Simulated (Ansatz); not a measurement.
## Collinear states of FeCo3

Method: DFT r2SCAN, scalar-relativistic, plane waves, PAW in Ansatz 0.2.0.

```xyz
4
Lattice="3.5357 0.0000 0.0000 0.0000 3.5357 0.0000 0.0000 0.0000 3.5357" Properties=species:S:1:pos:R:3 pbc="T T T"
Fe    0.0000    0.0000    0.0000
Co    1.7679    1.7679    0.0000
Co    1.7679    0.0000    1.7679
Co    0.0000    1.7679    1.7679
```

- plane-wave cutoff: 500 eV
- Γ-centred k-mesh: 12×12×12
- occupation rule: Gaussian smearing, 0.1 eV
- list of starting moments (μB, in atom order): 4 3 3 3
- check for lower electronic states after the SCF: off

All runs keep this geometry, which stands near equilibrium for the lowest state (largest force there 0.000 eV/Å, pressure 0.2 GPa) and needn't be a stable compound; relaxing each order would shift the differences by some 100 meV/atom, going by the pressures and a bulk modulus of about 150 GPa. r2SCAN tends to overstate moments in metals, so a weak moment here may be absent in the real material. Site moments are spin moments in atom-centred spheres that scale with the neighbour distance. The states are those that the runs reached from these starts; a lower one can exist. No antiferromagnetic start is among these.

Task: Starts tried: no spin; ferromagnetic. Which state comes out lowest, and what are the moments?

Result: The lowest state is ferromagnetic, reached from the start “ferromagnetic”, with site moments (μB) Fe +2.92, Co +1.90 (×3).

| start | ends | energy above lowest (meV/atom) | site moments (μB) | gap on mesh (eV) | P (GPa) |
| --- | --- | --- | --- | --- | --- |
| no spin | non-magnetic | 673 | none over 0.05 | metal | -24.7 |
| ferromagnetic | ferromagnetic | 0.00 | Fe +2.92, Co +1.90 (×3) | metal | 0.2 |

Cost: 2 runs of about 1.7 core-minutes in all, on Intel Xeon Platinum 8259CL (Skylake/Cascade Lake) (shared hosts).